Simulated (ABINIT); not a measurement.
ScAl3:

```
Sc Al
1.0
     4.08781    0.00000    0.00000
     0.00000    4.08781    0.00000
     0.00000    0.00000    4.08781
Sc Al
1 3
Direct
  0.00000 0.00000 0.00000
  0.50000 0.50000 0.00000
  0.00000 0.50000 0.50000
  0.50000 0.00000 0.50000
```

The cell is a database's computed one.

Base run:

| Property | Result |
| --- | --- |
| Program | ABINIT 10.8.3 (patched build) |
| Functional | PBEsol |
| Potentials or basis | PseudoDojo NC SR PBEsol v0.4 stringent |
| Cutoff | 1061 eV |
| k mesh | 7 × 7 × 7 |
| Occupations | fermi-dirac, width 0.05 eV |
| Spin | no spin polarisation |

Its results: band gap on the k mesh none (metal or under the smearing width); pressure -1.2 GPa.

Problem. After a change of settings the same cell gave: band gap on the k mesh none (metal or under the smearing width); pressure -5.7 GPa. Which change was it?
A. functional from PBEsol to HCTH407; potentials or basis from PseudoDojo NC SR PBEsol v0.4 stringent to JTH PAW PBE v2.0; cutoff from 1061 eV to 544 eV
B. potentials or basis from PseudoDojo NC SR PBEsol v0.4 stringent to JTH PAW PBE v2.0; cutoff from 1061 eV to 544 eV; k mesh from 7 × 7 × 7 to 3 × 3 × 3
C. functional from PBEsol to LDA-PZ; potentials or basis from PseudoDojo NC SR PBEsol v0.4 stringent to JTH PAW LDA v2.0; cutoff from 1061 eV to 544 eV

Solution. A.

Caveats: the PAW data sets were made with another functional, which shifts forces and pressure a little (some runs).

Runs at the PBE level aren't shown here.
